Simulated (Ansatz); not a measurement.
All numbers below come from DFT PBE, scalar-relativistic, plane waves, PAW (Ansatz 0.2.0). Settings: cutoff 420 eV, Γ-centred meshes spaced at most about 0.3 Å⁻¹, and about 0.25 Å⁻¹ or finer for metals (2π included), Gaussian smearing. No spin polarisation.

All energies are static (0 K, no zero-point motion).

Question: Which of these relaxed structures of Cd2S is the lowest in energy?
A.

```
CELL_PARAMETERS angstrom
3.53977 -1.93011 0.00000
3.53977 1.93011 0.00000
-0.69664 0.00000 5.90190
ATOMIC_POSITIONS crystal
Cd 0.48489 0.48489 0.53626
Cd 0.59188 0.59188 0.98739
S 0.92327 0.92327 0.22634
```

B.

```
CELL_PARAMETERS angstrom
4.10357 0.00000 0.00000
0.00000 4.10357 0.00000
0.00000 0.00000 9.12477
ATOMIC_POSITIONS crystal
Cd 0.50000 0.50000 0.34691
Cd 0.50000 0.50000 0.65309
Cd 0.00000 0.00000 0.00000
Cd 0.00000 0.00000 0.50000
S 0.00000 0.50000 0.16941
S 0.50000 0.00000 0.83059
```

C.

```
CELL_PARAMETERS angstrom
4.70938 0.00000 0.00000
-2.35469 4.07844 0.00000
0.00000 0.00000 3.70904
ATOMIC_POSITIONS crystal
Cd 0.33333 0.66667 0.50000
Cd 0.66667 0.33333 0.50000
S 0.00000 0.00000 0.00000
```

D.

```
CELL_PARAMETERS angstrom
3.94511 0.00000 0.00000
0.00000 3.94511 0.00000
0.00000 0.00000 9.00193
ATOMIC_POSITIONS crystal
Cd 0.00000 0.50000 0.63743
Cd 0.50000 0.00000 0.36257
Cd 0.00000 0.00000 0.00000
Cd 0.50000 0.50000 0.00000
S 0.00000 0.50000 0.34097
S 0.50000 0.00000 0.65903
```

Answer: B. The next of these, A, lies 12 meV/atom higher. Forms: B P-4m2; A Cm; D P4/nmm; C P6/mmm. Counting S atoms around Cd (those within 1.25 times the shortest such distance or 1.15 times the sum of covalent radii; the shortest distance is added where it is long for a bond; a slash parts the counts of unlike sites): B has Cd 2/4/4 from 3.6 Å; A has Cd 2/3; D has Cd 4 from 3.6 Å/5; C has Cd 6 from 3.3 Å. Origin: A, invented, then shaken at random and relaxed again; B, C and D, invented.

The k mesh leaves some 4 meV/atom of noise in the energy of each metallic cell. Cells relaxed within their symmetry can be saddle points. Some structure types and database cells were kept out of the candidates from the start, so a known form may be missing.
